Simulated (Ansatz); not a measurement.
# Na₂F: competing structures

All numbers below come from DFT PBE, scalar-relativistic, plane waves, PAW (Ansatz). All cells share a 420 eV cutoff and Γ-centred k meshes spaced at most about 0.3 Å⁻¹ (about 0.25 or finer for metals, 2π included). No spin polarisation.

The zero of energy is the elements' standard structures at the same level (F₂ as a molecule); no fitted shifts are applied.

All energies are static (0 K, no zero-point motion). The comparison covers the computed candidates alone. In R-3m, R3m, P4/mmm, I4/mmm an odd number of electrons in the primitive cell allows no gap without spin; a larger cell or a magnetic state could open one.

Invented guesses were relaxed alike, and ends that match in structure were merged. ΔE counts from the first row. Coordination counts F atoms around Na (those within 1.25 times the shortest such distance or 1.15 times the sum of covalent radii; the shortest distance is added where it is long for a bond; a slash parts the counts of unlike sites). The ends were matched against large subsets of the Crystallography Open Database and the Materials Project, so a missing match doesn't prove that a structure is unreported.

| # | reached from | type and space group | atoms | Å³/atom | coordination | ΔE (meV/atom) | gap on mesh (eV) | in databases |
| --- | --- | --- | --- | --- | --- | --- | --- | --- |
| 1 | a relaxed cell, shaken at random and relaxed again | anti-cadmium chloride, R-3m (No. 166) | 3 | 20.2 | Na 3 | 0 | 0.00 | no match |
| 2 | 3R molybdenite type (R3m) | anti-3R molybdenite, R3m (No. 160) | 3 | 20.0 | Na 3 | 33 | 0.00 | no match |
| 3 | ordered vacancies on the anion sites of rock salt | P4/mmm (No. 123) | 3 | 20.2 | Na 2 from 2.7 Å/4 | 71 | 0.00 | no match |
| 4 | anti-CaC2 type (I4/mmm) | I4/mmm (No. 139) | 3 | 18.4 | Na 4 | 120 | 0.00 | no match |
| 5 | cuprite type (Pn-3m) | cuprite, Pn-3m (No. 224) | 6 | 24.6 | Na 2 | 144 | 0.00 | no match |

The lowest: Space group R-3m (No. 166), trigonal, a = 3.429 Å, c = 17.816 Å. Na has 3 F at 2.40 Å and 9 Na at 3.37–3.43 Å; around F lie 6 Na at 2.40 Å. Its energy over the elements is −1.71 eV/atom. It lies below the elements, which doesn't yet make it stable against other compounds or structures. An observed structure of this formula, if there is one, may be missing.

```yaml
crystal:
  lattice:
    - [1.71462, 0.98994, 5.93850]
    - [-1.71462, 0.98994, 5.93850]
    - [0.00000, -1.97987, 5.93850]
  atoms:
    - { symbol: Na, position: [0.74314, 0.74314, 0.74314] }
    - { symbol: Na, position: [0.25686, 0.25686, 0.25686] }
    - { symbol: F, position: [0.00000, 0.00000, 0.00000] }
```

The second: Space group R3m (No. 160), trigonal, a = 3.371 Å, c = 18.246 Å. Around Na on its first site lie 3 F at 2.42 Å, 1 Na at 2.86 Å and 6 Na at 3.37 Å; around Na on its second site lie 3 F at 2.41 Å, 1 Na at 2.86 Å and 6 Na at 3.37 Å; around F lie 6 Na at 2.41–2.42 Å. Counting F atoms around Na, the first and the second both have Na 3. Cells relaxed within their symmetry can be saddle points. Some types were kept out of the candidates beforehand, so the set may lack a known form.
